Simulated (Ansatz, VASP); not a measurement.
S: VASP beside Ansatz

Contents of INCAR:

```
  PREC = Accurate
  ENCUT = 520
  EDIFF = 1E-6
  ISMEAR = 0
  SIGMA = 0.15
  LREAL = F
  LASPH = T
  NELM = 60
  ALGO = Fast
  ISIF = 2
  LWAVE = F
  LCHARG = F
  GGA = PE
  IVDW = 12
  NBANDS = 9
```

KPOINTS

```
regular mesh
0
Gamma
  22 22 22
```

File POSCAR:

```
S
1.0
    0.0000000000      1.9943503440      1.9943503440
    1.9943503440      0.0000000000      1.9943503440
    1.9943503440      1.9943503440      0.0000000000
S
1
Direct
    0.0000000000      0.0000000000      0.0000000000
```

Input for Ansatz:

```yaml
crystal:
  lattice:
    - [0.0, 1.994350344, 1.994350344]
    - [1.994350344, 0.0, 1.994350344]
    - [1.994350344, 1.994350344, 0.0]
  atoms:
    - { symbol: S, position: [0.0, 0.0, 0.0] }
basis:
  ecutwfc: 420
kpoints:
  mp_grid: { grid: [22, 22, 22] }
hamiltonian:
  xc: pbe
  dispersion: d3bj
scf:
  occupations: { method: gaussian, width: 0.15 }
output:
  forces: true
  stress: true
  eigenvalues: true
```

This isn't the form of S at room conditions, which is orthorhombic, of S8 rings.

Alike in both runs: task single point; functional PBE; dispersion D3(BJ); k mesh 22 × 22 × 22; occupations gaussian, width 0.15 eV; no spin polarisation.

```csv
,VASP,Ansatz
version,VASP 6.6.1,Ansatz 0.2.0
potentials or method,"VASP PAW PBE potentials, release 64 (S)","scalar-relativistic, plane waves, PAW"
plane-wave cutoff (eV),520,420
valence electrons in the cell,6,6
```

VASP gave:

```
gap on the k mesh at the Fermi level (eV) : none
pressure (GPa)                            : -4.0
```

Question: Estimate Ansatz's values.

Answer: gap on the k mesh at the Fermi level (eV): none; pressure (GPa): -3.9.

A gap of «none» marks a metal or a gap that the smearing closes. The functional is the same, so the differences come from potentials, cutoffs and numerics.

Caveats: pairwise dispersion overbinds metals, which lowers pressure and volume.
